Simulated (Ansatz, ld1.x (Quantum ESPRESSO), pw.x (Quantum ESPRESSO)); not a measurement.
**What a changed setting does to a pw.x run (fcc C)**

Potential: norm-conserving RRKJ (Kleinman–Bylander form), ld1.x (Quantum ESPRESSO) 7.5, PBE; core [He], reference 2s2 2p2; waves: 2s (bound): rc 1.15 bohr; 2p (bound): rc 1.90 bohr; 3d channel at -0.15 Ry: rc 1.90 bohr; local part: all-electron potential smoothed inside 1.20 bohr (lloc = -1); core correction: none; rho0 0.02.

The reference run (k-mesh 18³, cutoffs 75/300 Ry, Fermi–Dirac 0.01 Ry, mixing_beta 0.4, conv_thr 1e-9, no spin) gives -1.69 GPa at 7.456 Å³/atom, where all-electron LAPW gives -2.58 GPa. This run, with its own iteration cap, changes startingwfc to atomic.

```
&control
  calculation='scf', prefix='x', pseudo_dir='./', outdir='./tmp', tstress=.true., disk_io='none'
/
&system
  ibrav=0, nat=1, ntyp=1, ecutwfc=75, ecutrho=300, nbnd=9,
  occupations='smearing', smearing='fd', degauss=0.01
/
&electrons
  conv_thr=1e-09, mixing_beta=0.4, electron_maxstep=60, startingwfc='atomic'
/
ATOMIC_SPECIES
C 1.0 C.UPF
CELL_PARAMETERS angstrom
  0.00000000 1.55057211 1.55057211
  1.55057211 0.00000000 1.55057211
  1.55057211 1.55057211 0.00000000
ATOMIC_POSITIONS crystal
C 0.0000 0.0000 0.0000
K_POINTS automatic
18 18 18 0 0 0
```

```bash
pw.x < C.scf.in > C.scf.out
```

How does the run end?

It converges in 5 iterations; the free energy moves by +0.0 meV/atom and the pressure by +0.00 GPa. The result is that of the reference run.

```
Message from routine setup:
     using ibrav=0 with symmetry is DISCOURAGED, use correct ibrav instead
     lattice parameter (alat)  =       4.1439  a.u.
     unit-cell volume          =      50.3156 (a.u.)^3
     number of electrons       =         4.00
     number of Kohn-Sham states=            9
     kinetic-energy cutoff     =      75.0000  Ry
     charge density cutoff     =     300.0000  Ry
     scf convergence threshold =      1.0E-09
     Exchange-correlation= PBE
     number of k points=   195  Fermi-Dirac smearing, width (Ry)=  0.0100
     iteration #  1     ecut=    75.00 Ry     beta= 0.40
     total energy              =     -11.02468067 Ry
     estimated scf accuracy    <       0.00059337 Ry
     iteration #  2     ecut=    75.00 Ry     beta= 0.40
     total energy              =     -11.02468486 Ry
     estimated scf accuracy    <       0.00018758 Ry
     iteration #  3     ecut=    75.00 Ry     beta= 0.40
     total energy              =     -11.02469516 Ry
     estimated scf accuracy    <       0.00000286 Ry
     iteration #  4     ecut=    75.00 Ry     beta= 0.40
     total energy              =     -11.02469530 Ry
     estimated scf accuracy    <          5.8E-09 Ry
     iteration #  5     ecut=    75.00 Ry     beta= 0.40
     the Fermi energy is    10.1530 ev
!    total energy              =     -11.02469530 Ry
     estimated scf accuracy    <          6.1E-10 Ry
     smearing contrib. (-TS)   =      -0.00172281 Ry
     The total energy is F=E-TS. E is the sum of the following terms:
     one-electron contribution =       4.28437435 Ry
     hartree contribution      =       0.38849700 Ry
     xc contribution           =      -3.17811824 Ry
     ewald contribution        =     -12.51772560 Ry
     convergence has been achieved in   5 iterations
          total   stress  (Ry/bohr**3)                   (kbar)     P=      -16.95
     Message from routine punch:
     Nothing written, as per user request (disk_io='none')
```

The run took about 9.3 s on one core of a shared host (Neoverse-V1, 32 threads, 247 GiB, load 21).
